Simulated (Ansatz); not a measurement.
A (110) slab of NbN (Fm-3m (No. 225)), 8 planes, outer planes NbN (top) and NbN (bottom), with 16 atoms (Nb8N8) in a surface cell of A = 13.568 Å², as cut from the bulk:

```
CELL_PARAMETERS angstrom
3.09748 0.00000 0.00000
0.00000 4.38050 0.00000
0.00000 0.00000 25.84118
ATOMIC_POSITIONS crystal
Nb 0.50000 0.00000 0.29023
N 0.50000 0.50000 0.29023
Nb 0.00000 0.50000 0.35017
N 0.00000 0.00000 0.35017
Nb 0.50000 0.00000 0.41010
N 0.50000 0.50000 0.41010
Nb 0.00000 0.50000 0.47003
N 0.00000 0.00000 0.47003
Nb 0.50000 0.00000 0.52997
N 0.50000 0.50000 0.52997
Nb 0.00000 0.50000 0.58990
N 0.00000 0.00000 0.58990
Nb 0.50000 0.00000 0.64983
N 0.50000 0.50000 0.64983
Nb 0.00000 0.50000 0.70977
N 0.00000 0.00000 0.70977
```

Method: DFT PBEsol, scalar-relativistic, plane waves, PAW in Ansatz 0.2.0. Plane waves to 420 eV, a k mesh through Γ of 11×8×1 on the computed 16-atom cell and Gaussian smearing (0.10 eV); no spin polarisation.

Against the same 16 atoms in the bulk, the slab as cut lies 4.950 eV higher and the relaxed slab 3.977 eV higher.

Q: Work out the surface energy before and after relaxation.

A: The slab has two faces, so γ = (E_slab − N·E_bulk)/(2A), the mean of both. As cut: 4.950/(2 × 13.568) = 0.1824 eV/Å², and 1 eV/Å² = 16.02 J/m², so γ = 2.92 J/m². Relaxed: 3.977/(2 × 13.568) = 0.1466 eV/Å² = 2.35 J/m². Relaxation recovers 20 % of the cost of cutting.

Q: What is the ideal work of this cut, per area?

A: Griffith's ideal work is 2γ: 5.84 J/m² if the new faces stay rigid, 4.70 J/m² if they relax. One thickness was run, 8 planes, so γ can still shift with it.

Cutting NbN along (110) is costly, and relaxation recovers only a modest part of that cost, with γ falling from 2.92 to 2.35 J/m². The main expense is the loss of directional Nb 4d–N 2p bonds, along with some Nb–Nb d bonding. Each plane holds Nb and N in equal number, so the face is non-polar and its energy does not depend on a nitrogen chemical potential. The gain on relaxation probably comes from rumpling and shorter back-bonds, as the undercoordinated surface atoms strengthen their remaining bonds. Stoichiometric rocksalt NbN is, however, known for soft lattice modes, so part of the gain may be a bulk-like distortion released by the cut rather than a true surface effect. In rocksalt crystals (110) breaks more nearest-neighbour bonds per area than (100), which is therefore the likelier cleavage plane. The relaxed value of 4.70 J/m² is a thermodynamic cost of separation, not a measure of toughness, which also includes plastic dissipation and lattice trapping.
